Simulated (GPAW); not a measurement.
CoO:

```
Co O
1.0
     0.00000    2.13150    2.13150
     2.13150    0.00000    2.13150
     2.13150    2.13150    0.00000
Co O
1 1
Direct
  0.00000 0.00000 0.00000
  0.50000 0.50000 0.50000
```

Base run:

| Item | Value |
| --- | --- |
| Program | GPAW 26.7.0 |
| Functional | PBEsol |
| Potentials or basis | PAW data sets generated in the run's folder for this functional |
| Cutoff | 800 eV |
| Basis | pw |
| k mesh | 11 × 11 × 11 |
| Occupations | fermi-dirac, width 0.05 eV |
| Spin | collinear spin, ferromagnetic start |
| Starting moments | [2.0, 0.0] μB |
| Hubbard terms | Co d U = 3 eV |

Its results: pressure -8.0 GPa; net moment 3.00 μB per cell; site moments Co +2.67; O +0.20 μB.

Question: The run is repeated on the same cell with these changes: hubbard terms from Co d U = 3 eV to Co d U = 8 eV. What comes out?

Answer: Pressure -4.8 GPa; net moment 3.00 μB per cell; site moments Co +2.78; O +0.15 μB.

Caveats: a cell with one magnetic atom can't hold antiferromagnetic order, which such compounds often take.

Not every run made on this cell is shown here.
